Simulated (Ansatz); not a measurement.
**BaO: a single-point run**

The task is a single-point run on BaO. The structure is shown as the input types it.

Computed with Ansatz 0.2.0 (density functional or hybrid calculation with the settings of its input, plane waves (as first typed), unless a step's input says otherwise).

5 further runs of the same task are left out: 1 for a known fault of the program, 4 that didn't finish.

## (1) The system as given

It takes space group Fm-3m (No. 225, cubic). The conventional cell has a = 5.544 Å, b = 5.544 Å, c = 5.544 Å, α = 90.00°, β = 90.00°, γ = 90.00°. Around Ba (site symmetry m-3m) lie 6 O at 2.77 Å. O (site symmetry m-3m) is surrounded by 6 Ba at 2.77 Å.

Structure file:

```cif
data_structure
_symmetry_space_group_name_H-M 'Fm-3m'
_symmetry_Int_Tables_number 225
_cell_length_a 5.5439
_cell_length_b 5.5439
_cell_length_c 5.5439
_cell_angle_alpha 90.000
_cell_angle_beta 90.000
_cell_angle_gamma 90.000
_cell_volume 170.39
loop_
_atom_site_label
_atom_site_type_symbol
_atom_site_symmetry_multiplicity
_atom_site_Wyckoff_symbol
_atom_site_fract_x
_atom_site_fract_y
_atom_site_fract_z
_atom_site_occupancy
Ba1 Ba 4 a 0.00000 0.00000 0.00000 1
O1 O 4 b 0.50000 0.00000 0.00000 1
```

## (2) The calculation

Input file input.yaml:

```yaml
crystal:
  lattice:
    - [0.0, 2.7719428473, 2.7719428473]
    - [2.7719428473, 0.0, 2.7719428473]
    - [2.7719428473, 2.7719428473, 0.0]
  atoms:
    - { symbol: Ba, position: [0.0, 0.0, 0.0] }
    - { symbol: O, position: [0.5, 0.5, 0.5] }
kpoints:
  mp_grid: { grid: [4, 4, 4] }
hamiltonian:
  xc: hse06
scf:
  occupations: { method: fixed }
  n_extra_bands: 4
  max_iter: 89
output:
  forces: true
  stress: true
  eigenvalues: true
basis:
  ecutwfc: 160
```

On the command line:

```bash
$ ansatz run input.yaml --threads 4 --pin off --max-ram 3686MiB --backend cpu --events-out ev --progress --plain --runs-dir out
```

Q: Will this input give a usable result? If not, why, and what should change?

The run converged and reported no error, with warnings (cutoff below recommended, metallic iterate, stress exchange threshold loose). Its log warns: «basis.ecutwfc = 160 eV is below the records' recommended 420 eV ...»

Look at the input: basis.ecutwfc is 160. The cutoff lies far under what these potentials need. The potentials' recommended cutoff is 420 eV.

To check: delete basis.ecutwfc (the default then holds).
